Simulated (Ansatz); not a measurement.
# InSe (R3m) in Ansatz: reference runs

How does InSe come out in PBEsol? The cell is run as given and disturbed.

Program: Ansatz 0.2.0. These are calculated values, not measurements. Logs are shortened: lines on timing, memory, paths and dates and some standing lists are left out, and cuts for length are marked.

**The experiment to reproduce.**

From “The Interaction of Hydrogen with the van der Waals Crystal γ-InSe”, 2020, pmc:7321205, for a bulk crystal of InSe at 300 K: band gap 1.25 eV.

How close the calculation comes is told below.

## Step 1: The structure

Symmetry: R3m, No. 160, trigonal system. The conventional cell has a = 4.000 Å, b = 4.000 Å, c = 25.320 Å, α = 90.00°, β = 90.00°, γ = 120.00°. In (site symmetry 3m) is surrounded by 3 Se at 2.63 Å and 1 In at 2.82 Å. In (site symmetry 3m) has 3 Se at 2.64 Å and 1 In at 2.82 Å as nearest neighbours. Se (site symmetry 3m) has 3 In at 2.63 Å as nearest neighbours. Se (site symmetry 3m) has 3 In at 2.64 Å as nearest neighbours.

## Step 2: Single point, PBEsol

The input, input.yaml:

```yaml
crystal:
  lattice:
    - [2.0, 1.1547005384, 8.44]
    - [-2.0, 1.1547005384, 8.44]
    - [0.0, -2.3094010768, 8.44]
  atoms:
    - { symbol: In, position: [0.8886, 0.8886, 0.8886] }
    - { symbol: In, position: [0.0, 0.0, 0.0] }
    - { symbol: Se, position: [0.1719, 0.1719, 0.1719] }
    - { symbol: Se, position: [0.3835, 0.3835, 0.3835] }
hamiltonian:
  xc: pbesol
  pseudopotentials: { kind: paw }
kpoints:
  mp_grid: { grid: [8, 8, 8] }
scf:
  occupations: { method: fermi_dirac, width: 0.05 }
output:
  forces: true
  stress: true
  eigenvalues: true
```

Potentials or basis: Ansatz PAW.

Launch:

```sh
$ ansatz run input.yaml --threads 2 --pin off --max-ram 5632MiB --backend cpu --events-out ev --progress --plain --runs-dir out
```

Log:

```text
Warning: RAYON_NUM_THREADS=2 ignored (pool sized by the plan → 2); use --threads N
basis.fft_grid_basis auto: the FFT boxes are laid along the combinations [[1, 0, -1], [0, 1, -1], [0, 0, 1]] of the cell's own vectors, 4.000, 4.000 and 8.750 Å long. The dense box has 27×27×60 points. Along the cell's own vectors, as sized, it would have 60×60×60, 4.94 times as many. Of the 6 symmetry operations that the crystal satisfies within crystal.symmetry.tolerance (time reversal apart; of a slab, those that keep its plane) the dense box along the cell's own vectors carries 6, and the one as laid loses 4 of those. basis.fft_grid_basis: typed keeps the cell's own vectors: state it where this run's energies or levels are differenced outside the engine with another run's, or held beside a run that keeps those vectors.
Engine: ansatz 0.2.0, aarch64-unknown-linux-gnu
Pseudopotentials: kind: paw
Pseudopotential: In, paw, valence charge 13, recommended cutoff 420 eV (normal), In.paw.azcp
Pseudopotential: Se, paw, valence charge 16, recommended cutoff 420 eV (normal), Se.paw.azcp
Functional definition: PBEsol
  exchange = pbesol_x
  correlation = pbesol_c
Crystal: 4 atoms, lattice volume = 116.948 Å³
Basis set: ecut = 420 eV, 2309 PW (Γ), FFT grids on a1−a3, a2−a3, a3, exchange–correlation on 54×54×120 points (8 copies of the dense FFT grid, shifted against one another)
Bands: 35, of which v1, the nominal top of the filled ones, is band 29 counted from 1 (28 counted from 0)
Symmetry: 6 space group operations
Space group: R3m (ITA 160), of the structure as read, at distance tolerance 4.9e-5 Å
k-points: 65 of 512 (time reversal used)
Non-local potential: In, projectors of the file, l = 0: 2, l = 1: 2, l = 2: 2, l = 3: 2
Non-local potential: Se, projectors of the file, l = 0: 2, l = 1: 2, l = 2: 3, l = 3: 1
PAW form: soft (Blöchl's): semilocal exchange-correlation on the pseudo side does not see the compensation charge
PAW frozen core: In, regenerated for the run's functional, and the local potential with it (the file was generated under x = pbe(κ = 0.804, μ = 0.2195149727645171), c = pbe(β = 0.06672455060314922))
PAW frozen core: Se, regenerated for the run's functional, and the local potential with it (the file was generated under x = pbe(κ = 0.804, μ = 0.2195149727645171), c = pbe(β = 0.06672455060314922))
PAW one-centre angular grid: In, 590 points (default); XC on 64 Gauss nodes
PAW one-centre angular grid: Se, 590 points (default); XC on 64 Gauss nodes
Initial density: superposition of atomic densities (neutral atoms: chi_scale 0, normalization atom), corrected by the library's trained network
Initial wavefunctions: pseudopotential atomic-orbital guess
Functional: x = pbesol(κ = 0.804, μ = 0.12345679012345678), c = pbesol(β = 0.046)
SCF iter   1: F=—  HF=-21901.165692 eV  |F-HF|=—  |Δ(HF+E_count)|=         —  Δρ=4.23e-3  dr2=4.74e-2  ethr=1.77e-3  ⟨swp⟩=6.6  Hψ=9587  notcnv=0
preconditioner: auto → Resta (q_TF=auto, 2.427 Å⁻¹)  ε∞=3.3  [insulator: Δε(μ)=0.330 eV  Ē_g=13.869 eV  σ=0.050 eV  W_gap=0.93  n_scr=30 (ndim 8)  ℏωp=21.2 eV  f_vac=0.086  D(μ)=0.01/eV (n_scr^D=0)  ε∞_Penn≈3.3]
SCF iter   2: F=—  HF=-21901.153916 eV  |F-HF|=—  |Δ(HF+E_count)|=   1.18e-2  Δρ=1.53e-3  dr2=2.87e-3  ethr=8.17e-5  ⟨swp⟩=2.1  Hψ=3188  notcnv=0  defer=70
SCF iter   3: F=—  HF=-21901.153527 eV  |F-HF|=—  |Δ(HF+E_count)|=   3.89e-4  Δρ=6.54e-4  dr2=6.10e-4  ethr=4.95e-6  ⟨swp⟩=2.0  Hψ=3233  notcnv=0  defer=70
SCF iter   4: F=—  HF=-21901.153599 eV  |F-HF|=—  |Δ(HF+E_count)|=   7.12e-5  Δρ=1.93e-4  dr2=5.52e-5  ethr=1.05e-6  ⟨swp⟩=2.0  Hψ=2651  notcnv=0  defer=70
SCF iter   5: F=—  HF=-21901.153631 eV  |F-HF|=—  |Δ(HF+E_count)|=   3.20e-5  Δρ=4.10e-5  dr2=2.27e-6  ethr=9.52e-8  ⟨swp⟩=2.0  Hψ=2787  notcnv=0  defer=70
SCF iter   6: F=—  HF=-21901.153634 eV  |F-HF|=—  |Δ(HF+E_count)|=   3.02e-6  Δρ=8.93e-6  dr2=1.24e-7  ethr=3.91e-9  ⟨swp⟩=2.0  Hψ=3242  notcnv=0  defer=70
SCF iter   7: F=-21901.153634 eV  HF=-21901.153634 eV  |F-HF|=5.72e-9  |Δ(HF+E_count)|=   1.60e-7  Δρ=3.04e-6  dr2=1.29e-8  ethr=1.72e-10  ⟨swp⟩=8.8  Hψ=9514  notcnv=0
SCF 1 converged in 7 iterations: F = -21901.153634 eV  dr2 = 1.29e-8
SCF converged after 7 iterations
Free energy (F): -21901.153634 eV
Harris-Foulkes:  -21901.153634 eV  (|F-HF|=5.72e-9)
Internal energy: -21901.153555 eV  (E = F + TS)
E sigma→0 (E₀):  -21901.153594 eV
Entropy (-TS):   -0.000079 eV (-0.020 meV/atom)
Fermi energy:    7.328942 eV
--- Per-component energies (eV) ---
  E_band       = -921.047862
  E_kinetic    = 723.303602
  E_local      = -7924.132181  (includes V_loc(G=0)·N_el)
  E_nonlocal   = -448.435384
  E_hartree    = 3646.907360
  E_xc         = -632.959821
  E_vxc        = -395.076479  (∫ρ·V_xc dr)
  E_paw        = -11904.120857  (= ΣΔE_a)
  E_vpaw       = -170.523882  (= ΣTr[D̂ρ^β])
  E_aug_tail   = -0.001163  (compensation charges beyond the density's cutoff)
  E_ewald      = -5364.203816
  E_core_change = 2.488706  (= ΣΔE_core)
  E_smearing   = -0.000079  (= −TS)
  E_closure    = -0.000000  (closes the sum)
  Σ components = -21901.153634   (vs F -21901.153634, Δ=0.00e0)
--- Forces (eV/Å), atoms counted from 1 ---
  atom   1  In     0.00000000    -0.00000000     0.30005946
  atom   2  In     0.00000000     0.00000000    -0.28200768
  atom   3  Se     0.00000000     0.00000000    -0.08722251
  atom   4  Se     0.00000000    -0.00000000     0.06916181
  max |Σ_I F_I| component: 8.92e-6 eV/Å
--- Stress (GPa, compression-positive) ---
        0.494612       0.000000       0.000000
        0.000000       0.494612       0.000000
        0.000000       0.000000      -0.487795
  P = ⅓ Tr σ = 0.1671 GPa (1.671 kbar)
--- Band table (eV; the first three rows and the last of 65) ---
  k-point 0: bands = ["-40.3862", "-40.3862", "-40.3782", "-40.3782", "-40.3573", "-40.3573", "-40.3509", "-40.3509", "-40.3465", "-40.3406", "-7.5767", "-7.4034", "-7.4034", "-7.3296", "-7.3296", "-7.3055", "-7.3055", "-7.1454", "-7.1388", "-7.1388", "-6.4354", "-6.0262", "0.8136", "3.6734", "5.5999", "5.8409", "5.8409", "5.9346", "5.9346", "8.7818", "9.1466", "11.5098", "11.5098", "12.2551", "12.5860"]
  k-point 1: bands = ["-40.3862", "-40.3861", "-40.3782", "-40.3781", "-40.3573", "-40.3573", "-40.3509", "-40.3509", "-40.3464", "-40.3405", "-7.5843", "-7.4620", "-7.4034", "-7.3997", "-7.3182", "-7.3098", "-7.2984", "-7.1756", "-7.1401", "-7.0807", "-6.2532", "-5.8768", "0.9272", "3.4000", "4.8252", "5.4468", "5.6414", "5.7675", "6.0215", "9.1364", "9.8424", "10.7908", "11.6648", "11.9065", "12.6062"]
  k-point 2: bands = ["-40.3861", "-40.3860", "-40.3782", "-40.3780", "-40.3573", "-40.3573", "-40.3509", "-40.3509", "-40.3464", "-40.3405", "-7.6476", "-7.5299", "-7.5093", "-7.3951", "-7.3203", "-7.2909", "-7.2767", "-7.1913", "-7.1428", "-7.0278", "-5.8277", "-5.5151", "1.1256", "2.6233", "3.6334", "5.0917", "5.2449", "5.3832", "6.1321", "9.1010", "9.2925", "11.1116", "11.3206", "11.8838", "13.4992"]
  k-point 64: bands = ["-40.3862", "-40.3862", "-40.3782", "-40.3782", "-40.3573", "-40.3573", "-40.3509", "-40.3509", "-40.3465", "-40.3406", "-7.5762", "-7.4036", "-7.4036", "-7.3295", "-7.3295", "-7.3056", "-7.3056", "-7.1568", "-7.1387", "-7.1387", "-6.2842", "-6.1825", "1.1647", "2.7760", "5.7723", "5.7723", "6.0098", "6.0098", "7.1449", "7.4872", "9.2116", "11.4255", "11.4255", "12.7129", "12.7129"]
```

It took 9.5 s on 2 threads of Arm Neoverse V2, shared host; peak memory 0.47 GiB.

Results:

```yaml
Free_energy: -21901.1536 eV
Pressure: 0.2 GPa
Largest_force: 0.300 eV/Å
Band_gap_on_the_k_mesh: 0.34 eV, direct
```

Forces in eV/Å, atoms in the order of the input:
```
In   0.000  0.000  0.300
In   0.000  0.000 -0.282
Se   0.000  0.000 -0.087
Se   0.000  0.000  0.069
```

Stress tensor (GPa, compression positive):
```
 0.49  0.00  0.00
 0.00  0.49  0.00
 0.00  0.00 -0.49
```

Levels at points of the mesh, in eV from the valence-band top:
| k point | band 25 | band 26 | band 27 | band 28 | band 29 | band 30 | band 31 | band 32 | band 33 | band 34 |
| --- | --- | --- | --- | --- | --- | --- | --- | --- | --- | --- |
| (0.00, 0.00, 0.00) | -1.55 | -1.30 | -1.30 | -1.21 | -1.21 | 1.64 | 2.00 | 4.36 | 4.36 | 5.11 |
| (0.00, 0.00, -0.50) | -3.49 | -2.40 | -2.35 | -2.25 | -1.68 | 1.14 | 1.91 | 3.56 | 3.91 | 4.78 |
| (0.00, -0.50, -0.50) | -3.25 | -2.67 | -2.51 | -2.06 | -1.52 | 1.12 | 1.92 | 3.21 | 3.53 | 4.37 |
| (-0.50, -0.50, -0.50) | -1.37 | -1.37 | -1.14 | -1.14 | 0.00 | 0.34 | 2.07 | 4.28 | 4.28 | 5.57 |

Caveat: spin-orbit coupling is left out, which moves the levels of the heavy elements; the PAW data sets come from PBE, with cores solved anew for the run's functional, which leaves a small shift of forces and pressure.

## Step 3: Single point, PBEsol (atoms moved at random, drawn with an rms of 0.05 Å)

The input, input.yaml:

```yaml
crystal:
  lattice:
    - [2.0, 1.1547005384, 8.44]
    - [-2.0, 1.1547005384, 8.44]
    - [0.0, -2.3094010768, 8.44]
  atoms:
    - { symbol: In, position: [0.902633, 0.883756, 0.881538] }
    - { symbol: In, position: [-0.018726, -0.00296, 0.01686] }
    - { symbol: Se, position: [0.159676, 0.170798, 0.18013] }
    - { symbol: Se, position: [0.386672, 0.372498, 0.386896] }
hamiltonian:
  xc: pbesol
  pseudopotentials: { kind: paw }
kpoints:
  mp_grid: { grid: [8, 8, 8] }
scf:
  occupations: { method: fermi_dirac, width: 0.05 }
output:
  forces: true
  stress: true
  eigenvalues: true
```

Potentials or basis: Ansatz PAW.

Launch:

```sh
$ ansatz run input.yaml --threads 2 --pin off --max-ram 5632MiB --backend cpu --events-out ev --progress --plain --runs-dir out
```

Log:

```text
Warning: RAYON_NUM_THREADS=2 ignored (pool sized by the plan → 2); use --threads N
basis.fft_grid_basis auto: the FFT boxes are laid along the combinations [[1, 0, -1], [0, 1, -1], [0, 0, 1]] of the cell's own vectors, 4.000, 4.000 and 8.750 Å long. The dense box has 27×27×60 points. Along the cell's own vectors, as sized, it would have 60×60×60, 4.94 times as many. basis.fft_grid_basis: typed keeps the cell's own vectors: state it where this run's energies or levels are differenced outside the engine with another run's, or held beside a run that keeps those vectors.
[... 69 lines left out ...]
  k-point 1: bands = ["-40.4217", "-40.4193", "-40.3980", "-40.3870", "-40.3810", "-40.3060", "-40.3044", "-40.2895", "-40.2784", "-40.2746", "-7.6509", "-7.5252", "-7.4636", "-7.4090", "-7.3564", "-7.3389", "-7.2994", "-7.1788", "-7.1476", "-7.0710", "-6.2228", "-5.8147", "0.8039", "3.3977", "4.8623", "5.4864", "5.6145", "5.9200", "5.9707", "9.1673", "9.8700", "10.7246", "11.5632", "12.0154", "12.7079"]
  k-point 2: bands = ["-40.4216", "-40.4192", "-40.3980", "-40.3870", "-40.3810", "-40.3060", "-40.3043", "-40.2895", "-40.2784", "-40.2746", "-7.6891", "-7.5917", "-7.5242", "-7.4447", "-7.3601", "-7.3359", "-7.2711", "-7.1985", "-7.1498", "-7.0226", "-5.8159", "-5.4572", "1.0232", "2.6544", "3.6745", "5.1110", "5.2330", "5.5468", "6.0499", "9.0126", "9.3472", "11.0408", "11.3885", "11.8128", "13.4103"]
  k-point 259: bands = ["-40.4217", "-40.4193", "-40.3980", "-40.3870", "-40.3811", "-40.3060", "-40.3044", "-40.2895", "-40.2784", "-40.2746", "-7.6496", "-7.4809", "-7.4467", "-7.3794", "-7.3623", "-7.3182", "-7.3056", "-7.1492", "-7.1458", "-7.1253", "-6.2782", "-6.0867", "1.0210", "2.7697", "5.7230", "5.8246", "6.0550", "6.1701", "7.0765", "7.5153", "9.2885", "11.3656", "11.3866", "12.7717", "12.8079"]
```

It took 35 s on 2 threads of Arm Neoverse V2, shared host; peak memory 0.92 GiB.

Results:

```
Free energy            : -21901.1215 eV
Pressure               : 0.0 GPa
Largest force          : 0.463 eV/Å
Band gap on the k mesh : 0.44 eV, direct
```

Forces on the atoms (eV/Å):
```
In  -0.219 -0.271 -0.304
In   0.333  0.244 -0.031
Se   0.229  0.266  0.253
Se  -0.342 -0.239  0.083
```

Caveat: spin-orbit coupling is left out, which moves the levels of the heavy elements; the PAW data sets come from PBE, with cores solved anew for the run's functional, which leaves a small shift of forces and pressure. A k mesh can miss the band edges.

## Step 4: Against experiment

Step 2. Against the measured gap of InSe, 1.25 eV (300 K; “The Interaction of Hydrogen with the van der Waals Crystal γ-InSe”, 2020, pmc:7321205), the calculated 0.34 eV is off by -0.91 eV. Spin-orbit coupling on In, Se is left out. The value is that of PBEsol on a finite k mesh, which can miss the band edges, without temperature or zero-point motion. Semilocal functionals fall short of measured gaps as a rule.
